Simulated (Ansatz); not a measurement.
Consider CrO2 (1T sheet).

The cell holds 3 atoms: 1 Cr and 2 O. Its edges and angles: a = 2.748 Å, b = 2.748 Å, c = 28.557 Å, α = 90.0°, β = 90.0°, γ = 120.0°. Vacuum lies along c.

```
Cr O
1.0
     0.00000    1.94305    1.94305
     1.94305   -1.94305    0.00000
    16.48761   16.48761  -16.48761
Cr O
1 2
Cartesian
  5.3055 5.3055 -5.3055
  7.2146 5.2715 -5.2715
  5.3394 5.3394 -3.3964
```

The structure was relaxed with PBE. The structure was generated from a model, not taken from a measurement. The runs that relaxed it are not among those shown. The program's search for lower electronic states was switched off, so nothing shows that the state found is the lowest. PAW set soft_2, made with PBE.

A constrained-RPA run (Ansatz 0.2.0; non-magnetic PBE; Cr d + anion p, bands v7 to c4, 6×6×1 mesh, medium accuracy) builds 11 functions on bands 11 eV wide, with 14.0 electrons in the window. The bare on-site interaction is 22.1 eV and the bare J 0.78 eV.

Question: What U and J survive the screening?

On the Cr d shell, U = 13.40 eV (61 % of the bare value), U′ = 12.07 eV, J = 0.65 eV.

The parent state is non-magnetic and the interaction static (zero frequency); U depends on the window and the orbitals, so it belongs to this model alone. A window that holds the anion p bands defines a model with explicit ligands; its U belongs to that model and is not the U of DFT+U.

[Paths, hosts, dates, memory and timing lines, banners, echoed tables and standing remarks are left out of the program output.]

[Logs are printed without paths, hosts, clocks, repeated set-up lines and the standing remarks that a program may print on its own settings, such as how far it seeks lower states.]

[Runs of the session that timed out or met a known fault of the program may be left out.]

[Hosts, paths, dates, database ids (printed as entryN), source tags and the programs' standing remarks are cut or masked in the printed files.]
